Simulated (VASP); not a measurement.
# CdSe (F-43m) in VASP: band structure with HSE06

Aim: the band structure of CdSe with HSE06.

Program: VASP 6.6.1. These are calculated values, not measurements. Logs are shortened: lines on timing, memory, paths and dates and some standing lists are left out, and cuts for length are marked.

### 1 The crystal as given

It takes space group F-43m (No. 216, cubic). The conventional cell has a = 6.093 Å, b = 6.093 Å, c = 6.093 Å, α = 90.00°, β = 90.00°, γ = 90.00°. Cd (site symmetry -43m) has 4 Se at 2.64 Å as nearest neighbours. Se (site symmetry -43m) has 4 Cd at 2.64 Å as nearest neighbours.

Measurements of this composition are mostly on another form, of space group No. 186.

### 2 Band structure, HSE06

The input, POSCAR:

```
CdSe
1.0
    0.0000000000      3.0463900000      3.0463900000
    3.0463900000      0.0000000000      3.0463900000
    3.0463900000      3.0463900000      0.0000000000
Cd Se
1 1
Direct
    0.0000000000      0.0000000000      0.0000000000
    0.2500000000      0.2500000000      0.2500000000
```

The input, INCAR.step1:

```
SYSTEM = CdSe
PREC = Accurate
ENCUT = 520
EDIFF = 1E-5
ISMEAR = 0
SIGMA = 0.02
LREAL = .FALSE.
LASPH = .TRUE.
NELM = 100
ALGO = Normal
ISIF = 2
LWAVE = .TRUE.
LCHARG = .FALSE.
GGA = PE
```

The input, INCAR.step2:

```
SYSTEM = CdSe
PREC = Accurate
ENCUT = 520
EDIFF = 1E-7
ISMEAR = 0
SIGMA = 0.02
LREAL = .FALSE.
LASPH = .TRUE.
NELM = 100
ALGO = Normal
ISIF = 2
LWAVE = .FALSE.
LCHARG = .FALSE.
GGA = PE
LHFCALC = .TRUE.
HFSCREEN = 0.2
PRECFOCK = Fast
ISTART = 1
```

The input, KPOINTS:

```
regular mesh
0
G
  6 6 6
  0 0 0
```

The input, KPOINTS_OPT:

```
path GXWKGLUWLK,UX
8
line-mode
reciprocal
 0.0000000000  0.0000000000  0.0000000000  G
 0.5000000000  0.0000000000  0.5000000000  X

 0.5000000000  0.0000000000  0.5000000000  X
 0.5000000000  0.2500000000  0.7500000000  W

 0.5000000000  0.2500000000  0.7500000000  W
 0.3750000000  0.3750000000  0.7500000000  K

 0.3750000000  0.3750000000  0.7500000000  K
 0.0000000000  0.0000000000  0.0000000000  G

 0.0000000000  0.0000000000  0.0000000000  G
 0.5000000000  0.5000000000  0.5000000000  L

 0.5000000000  0.5000000000  0.5000000000  L
 0.6250000000  0.2500000000  0.6250000000  U

 0.6250000000  0.2500000000  0.6250000000  U
 0.5000000000  0.2500000000  0.7500000000  W

 0.5000000000  0.2500000000  0.7500000000  W
 0.5000000000  0.5000000000  0.5000000000  L

 0.5000000000  0.5000000000  0.5000000000  L
 0.3750000000  0.3750000000  0.7500000000  K

 0.6250000000  0.2500000000  0.6250000000  U
 0.5000000000  0.0000000000  0.5000000000  X
```

Potentials or basis: VASP PAW PBE potentials, release 64 (Cd, Se).

The run is started by

```
$ cat potpaw_PBE.64/Cd/POTCAR potpaw_PBE.64/Se/POTCAR > POTCAR
$ cp INCAR.step1 INCAR
$ mpirun -np 1 vasp_std > vasp.out
$ cp INCAR.step2 INCAR
$ mpirun -np 1 vasp_std > vasp.out
```

OUTCAR:

```text
SYSTEM = CdSe
   PREC = Accurate
   ENCUT = 520
   EDIFF = 1E-7
   ISMEAR = 0
   LREAL = .FALSE.
   LASPH = .TRUE.
   NELM = 100
   ISIF = 2
   GGA = PE
   LHFCALC = .TRUE.
   HFSCREEN = 0.2
   PRECFOCK = Fast
   ISTART = 1

 ion  position               nearest neighbor table
   1  0.000  0.000  0.000-   2 2.64   2 2.64   2 2.64   2 2.64
   2  0.250  0.250  0.250-   1 2.64   1 2.64   1 2.64   1 2.64

  LATTYP: Found a face centered cubic cell.
 ALAT       =     6.0927800000

  Lattice vectors:

 A1 = (   0.0000000000,   3.0463900000,   3.0463900000)
 A2 = (   3.0463900000,   0.0000000000,   3.0463900000)
 A3 = (   3.0463900000,   3.0463900000,   0.0000000000)

Analysis of symmetry for initial positions (statically):
=====================================================================
 Subroutine PRICEL returns:
 Original cell was already a primitive cell.

 Routine SETGRP: Setting up the symmetry group for a
 face centered cubic supercell.

 Subroutine GETGRP returns: Found 24 space group operations
 (whereof 24 operations were pure point group operations)
 out of a pool of 48 trial point group operations.

The static configuration has the point symmetry T_d .

Analysis of symmetry for dynamics (positions and initial velocities):
=====================================================================
 Subroutine PRICEL returns:
 Original cell was already a primitive cell.

 Routine SETGRP: Setting up the symmetry group for a
 face centered cubic supercell.

 Subroutine GETGRP returns: Found 24 space group operations
 (whereof 24 operations were pure point group operations)
 out of a pool of 48 trial point group operations.

The dynamic configuration has the point symmetry T_d .

 Subroutine INISYM returns: Found 24 space group operations
 (whereof 24 operations are pure point group operations),
 and found     1 'primitive' translations

----------------------------------------------------------------------------------------

                                     Primitive cell

  volume of cell :      56.5440

  direct lattice vectors                    reciprocal lattice vectors
     0.000000000  3.046390000  3.046390000    -0.164128690  0.164128690  0.164128690
     3.046390000  0.000000000  3.046390000     0.164128690 -0.164128690  0.164128690
     3.046390000  3.046390000  0.000000000     0.164128690  0.164128690 -0.164128690

  length of vectors
     4.308246054  4.308246054  4.308246054     0.284279230  0.284279230  0.284279230

  position of ions in fractional coordinates (direct lattice)
     0.000000000  0.000000000  0.000000000
     0.250000000  0.250000000  0.250000000

  ion indices of the primitive-cell ions
   primitive index   ion index
                 1           1
                 2           2

----------------------------------------------------------------------------------------

 KPOINTS: regular mesh

Automatic generation of k-mesh.
 Grid dimensions read from file:
 generate k-points for:    6    6    6

 Generating k-lattice:

  Cartesian coordinates                     Fractional coordinates (reciprocal lattice)
    -0.027354782  0.027354782  0.027354782     0.166666667  0.000000000  0.000000000
     0.027354782 -0.027354782  0.027354782     0.000000000  0.166666667  0.000000000
     0.027354782  0.027354782 -0.027354782     0.000000000  0.000000000  0.166666667

  Length of vectors
     0.047379872  0.047379872  0.047379872

  Shift w.r.t. Gamma in fractional coordinates (k-lattice)
     0.000000000  0.000000000  0.000000000

 Subroutine IBZKPT returns following result:
 ===========================================

 Found     16 irreducible k-points:

 Following reciprocal coordinates:
            Coordinates               Weight
  0.000000  0.000000  0.000000      1.000000
  0.166667  0.000000  0.000000      8.000000
  0.333333  0.000000  0.000000      8.000000
  0.500000  0.000000  0.000000      4.000000
  0.166667  0.166667  0.000000      6.000000
  0.333333  0.166667  0.000000     24.000000
[... 8 lines left out ...]
 -0.333333  0.333333  0.166667     24.000000
 -0.333333  0.500000  0.166667     12.000000
   k-points           NKPTS =     16   k-points in BZ     NKDIM =    216   number of bands    NBANDS=     13
   number of dos      NEDOS =    301   number of ions     NIONS =      2
   total plane-waves  NPLWV =  32768
   dimension x,y,z NGX =    32 NGY =   32 NGZ =   32
   dimension x,y,z NGXF=    64 NGYF=   64 NGZF=   64
   ions per type =               1   1
   NGX,Y,Z   is equivalent  to a cutoff of  12.35, 12.35, 12.35 a.u.
   NGXF,Y,Z  is equivalent  to a cutoff of  24.70, 24.70, 24.70 a.u.
 SYSTEM =  CdSe
   PREC   = accura    normal or accurate (medium, high low for compatibility)
   ISTART =      1    job   : 0-new  1-cont  2-samecut
   ICHARG =      0    charge: 1-file 2-atom 10-const
   ISPIN  =      1    spin polarized calculation?
   LNONCOLLINEAR =      F non collinear calculations
   LSORBIT =      F    spin-orbit coupling
   LASPH  =      T    aspherical Exc in radial PAW
   ENCUT  =  520.0 eV  38.22 Ry    6.18 a.u.   8.01  8.01  8.01*2*pi/ulx,y,z
   NELM   =    100;   NELMIN=  2; NELMDL=  0     # of ELM steps
   EDIFF  = 0.1E-06   stopping-criterion for ELM
   LREAL  =      F    real-space projection
   EDIFFG = 0.1E-05   stopping-criterion for IOM
   NSW    =      0    number of steps for IOM
   IBRION =     -1    ionic relax: 0-MD 1-quasi-New 2-CG
   NFREE  =      0    steps in history (QN), initial steepest desc. (CG)
   ISIF   =      2    stress and relaxation
   ISYM   =      3    0-nonsym 1-usesym 2-fastsym
   POTIM  = 0.5000    time-step for ionic-motion
   TEBEG  =    0.0;   TEEND  =   0.0 temperature during run
   PSTRESS=    0.0 pullay stress
   NELECT =      18.0000    total number of electrons
   NUPDOWN=      -1.0000    fix difference up-down
   EMIN   =  10.00;   EMAX   =-10.00  energy-range for DOS
   EFERMI =   0.00;   METHOD = LEGACY
   ISMEAR =     0;   SIGMA  =   0.02  broadening in eV -4-tet -1-fermi 0-gaus
   EFERMI_NEDOS =   21; number of points for ismear=-14 and -15
   IALGO  =     38    algorithm
   IMIX   =      1    mixing-type and parameters
     AMIX     =   0.40;   BMIX     =  1.00
     AMIX_MAG =   1.60;   BMIX_MAG =  1.00
  volume/ion in A,a.u.               =      28.27       190.79
  Fermi-wavevector in a.u.,A,eV,Ry     =   1.117816  2.112365 17.000639  1.249512
  Thomas-Fermi vector in A             =   2.254442
   LORBIT       =      0    0 simple, 1 ext, 2 COOP (PROOUT), +10 PAW based schemes
   GGA     = PE    functional components
   LHFCALC =     T    Hartree Fock is set to
   PRECFOCK=fast      Normal, Fast or Accurate (Low or Medium for compatibility)
   ENCUT4O =  -1.0   cutoff for four orbital integrals eV
   NKREDX  =     1    reduce k-point grid by
   NKREDY  =     1    reduce k-point grid by
   NKREDZ  =     1    reduce k-point grid by
   AEXX    =    0.2500 exact exchange contribution
   HFSCREEN=    0.2000 screening length (either q_TF or 0.3 A-1)
   HFSCREENC=   0.2000 screening length for correlation (either q_TF or 0.3 A-1)
   ENCUTFOCK=  -1.0 apply spherical cutoff to Coloumb kernel
   IVDW    =     0    specifies the selected vdW correction
   LEPSILON=     F    determine dielectric tensor
   LRPA    =     F    only Hartree local field effects (RPA)
 non-spin polarized calculation
 Gauss-broadening in eV      SIGMA  =   0.02
  energy-cutoff  :      520.00
  volume of cell :       56.54
 maximum number of plane-waves:      1536
  NGX = 18; NGY = 18; NGZ = 18

 number of electron      18.0000004 magnetization

 Free energy of the ion-electron system (eV)
  ---------------------------------------------------
  ext. energy  EPLUGINS =         0.00000000
  ---------------------------------------------------
  free energy    TOTEN  =        -6.85902240 eV

  energy without entropy =       -6.85902240  energy(sigma->0) =       -6.85902240

 E-fermi :   0.3839     XC(G=0):  -7.3591

 val. band max:        0.2941368018   @ k =   0.0000   0.0000   0.0000
 cond. band min:       1.8491120683   @ k =   0.0000   0.0000   0.0000
 fundamental gap:      1.5549752666
 Fermi energy:         0.3838807749

 k-point     1 :       0.0000    0.0000    0.0000
  band No.  band energies     occupation
      1     -13.3841      2.00000
      2      -8.8276      2.00000
      3      -8.8276      2.00000
      4      -8.8276      2.00000
      5      -8.4567      2.00000
      6      -8.4567      2.00000
      7       0.2941      2.00000
      8       0.2941      2.00000
      9       0.2941      2.00000
     10       1.8491      0.00000
     11       7.2969      0.00000
     12       7.2969      0.00000
     13       7.2969      0.00000

 k-point     2 :       0.1667    0.0000    0.0000
  band No.  band energies     occupation
      1     -13.2843      2.00000
      2      -8.7996      2.00000
      3      -8.7996      2.00000
      4      -8.7282      2.00000
      5      -8.4576      2.00000
      6      -8.4576      2.00000
      7      -1.3991      2.00000
      8       0.0733      2.00000
      9       0.0733      2.00000
     10       3.1245      0.00000
     11       7.0442      0.00000
     12       7.6416      0.00000
     13       7.6416      0.00000

 k-point     3 :       0.3333    0.0000    0.0000
  band No.  band energies     occupation
      1     -13.0836      2.00000
      2      -8.7522      2.00000
      3      -8.7522      2.00000
      4      -8.4483      2.00000
      5      -8.4483      2.00000
      6      -8.4053      2.00000
      7      -3.4177      2.00000
      8      -0.3200      2.00000
      9      -0.3200      2.00000
     10       3.7063      0.00000
     11       7.8730      0.00000
     12       7.8730      0.00000
     13       7.9541      0.00000
[... 177 lines left out ...]
 k-point    15 :      -0.3333    0.3333    0.1667
  band No.  band energies     occupation
      1     -12.8916      2.00000
      2      -8.6761      2.00000
      3      -8.6503      2.00000
      4      -8.4890      2.00000
      5      -8.4466      2.00000
      6      -7.9791      2.00000
      7      -3.9428      2.00000
      8      -2.1638      2.00000
      9      -1.3464      2.00000
     10       5.8373      0.00000
     11       6.5475      0.00000
     12       8.0002      0.00000
     13       9.8121      0.00000

 k-point    16 :      -0.3333    0.5000    0.1667
  band No.  band energies     occupation
      1     -12.8605      2.00000
      2      -8.6357      2.00000
      3      -8.6289      2.00000
      4      -8.5207      2.00000
      5      -8.4310      2.00000
      6      -7.9481      2.00000
      7      -3.9264      2.00000
      8      -1.9930      2.00000
      9      -1.9383      2.00000
     10       5.5533      0.00000
     11       6.0458      0.00000
     12       9.0316      0.00000
     13       9.4136      0.00000

------------------------ aborting loop because EDIFF is reached ----------------------------------------

  FORCE on cell =-STRESS in cart. coord.  units (eV):
  Direction    XX          YY          ZZ          XY          YZ          ZX
  --------------------------------------------------------------------------------------
  -------------------------------------------------------------------------------------
  Total        0.5440005      0.5440005      0.5440005      0.0000000      0.0000000      0.0000000
  in kB       15.4142842     15.4142842     15.4142842      0.0000000      0.0000000      0.0000000
  external PRESSURE =      15.4142842 kB  Pullay stress =       0.0000000 kB

 VOLUME and BASIS-vectors are now :
 -----------------------------------------------------------------------------
  energy-cutoff  :      520.00
  volume of cell :       56.54
      direct lattice vectors                 reciprocal lattice vectors
     0.000000000  3.046390000  3.046390000    -0.164128690  0.164128690  0.164128690
     3.046390000  0.000000000  3.046390000     0.164128690 -0.164128690  0.164128690
     3.046390000  3.046390000  0.000000000     0.164128690  0.164128690 -0.164128690

 POSITION                                       TOTAL-FORCE (eV/Angst)
 -----------------------------------------------------------------------------------
      0.00000      0.00000      0.00000        -0.000000     -0.000000     -0.000000
      1.52320      1.52320      1.52320         0.000000      0.000000      0.000000
 -----------------------------------------------------------------------------------
    total drift:                                0.000019      0.000021      0.000013

  FREE ENERGIE OF THE ION-ELECTRON SYSTEM (eV)
  ---------------------------------------------------
  free  energy   TOTEN  =        -6.8590223999 eV

  energy  without entropy=       -6.8590223999  energy(sigma->0) =       -6.85902240
```

Wall time 52 min (1 thread of Intel Xeon Platinum 8559C (Emerald Rapids), shared host); peak memory 0.34 GiB.

What came out:

| Item | Value |
| --- | --- |
| Free energy | -6.8590 eV |
| Pressure | 1.5 GPa |
| Band gap on the k mesh | 1.55 eV, direct |
| Band gap along the path | 1.55 eV, direct |

Levels at the corners of the path, in eV from the valence-band top:
| point | band 6 | band 7 | band 8 | band 9 | band 10 | band 11 | band 12 | band 13 |
| --- | --- | --- | --- | --- | --- | --- | --- | --- |
| Γ | -8.75 | 0.00 | 0.00 | 0.00 | 1.55 | 7.00 | 7.00 | 7.00 |
| X | -8.33 | -4.32 | -1.96 | -1.96 | 3.98 | 4.76 | 10.33 | 11.59 |
| X | -8.33 | -4.32 | -1.96 | -1.96 | 3.98 | 4.76 | 10.34 | 11.59 |
| W | -8.21 | -4.18 | -2.40 | -2.31 | 6.12 | 6.24 | 7.60 | 8.57 |
| W | -8.21 | -4.18 | -2.40 | -2.31 | 6.12 | 6.24 | 7.60 | 8.57 |
| K | -8.25 | -4.22 | -2.68 | -1.61 | 4.65 | 6.24 | 9.34 | 9.83 |
| K | -8.25 | -4.22 | -2.68 | -1.61 | 4.65 | 6.24 | 9.34 | 9.84 |
| Γ | -8.75 | 0.00 | 0.00 | 0.00 | 1.55 | 7.00 | 7.00 | 7.00 |
| Γ | -8.75 | 0.00 | 0.00 | 0.00 | 1.55 | 7.00 | 7.00 | 7.00 |
| L | -8.42 | -4.65 | -0.79 | -0.79 | 3.40 | 7.49 | 7.49 | 8.51 |
| L | -8.42 | -4.65 | -0.79 | -0.79 | 3.40 | 7.49 | 7.49 | 8.51 |
| U | -8.25 | -4.22 | -2.68 | -1.61 | 4.65 | 6.24 | 9.34 | 9.90 |
| U | -8.25 | -4.22 | -2.68 | -1.61 | 4.65 | 6.24 | 9.34 | 9.89 |
| W | -8.21 | -4.18 | -2.40 | -2.31 | 6.12 | 6.24 | 7.60 | 8.57 |
| W | -8.21 | -4.18 | -2.40 | -2.31 | 6.12 | 6.24 | 7.60 | 8.57 |
| L | -8.42 | -4.65 | -0.79 | -0.79 | 3.40 | 7.49 | 7.49 | 8.51 |
| L | -8.42 | -4.65 | -0.79 | -0.79 | 3.40 | 7.49 | 7.49 | 8.51 |
| K | -8.25 | -4.22 | -2.68 | -1.61 | 4.65 | 6.24 | 9.34 | 9.84 |
| U | -8.25 | -4.22 | -2.68 | -1.61 | 4.65 | 6.24 | 9.34 | 9.85 |
| X | -8.33 | -4.32 | -1.96 | -1.96 | 3.98 | 4.76 | 10.34 | 11.59 |

Caveat: the PAW data sets were made with another functional, which shifts forces and pressure a little.
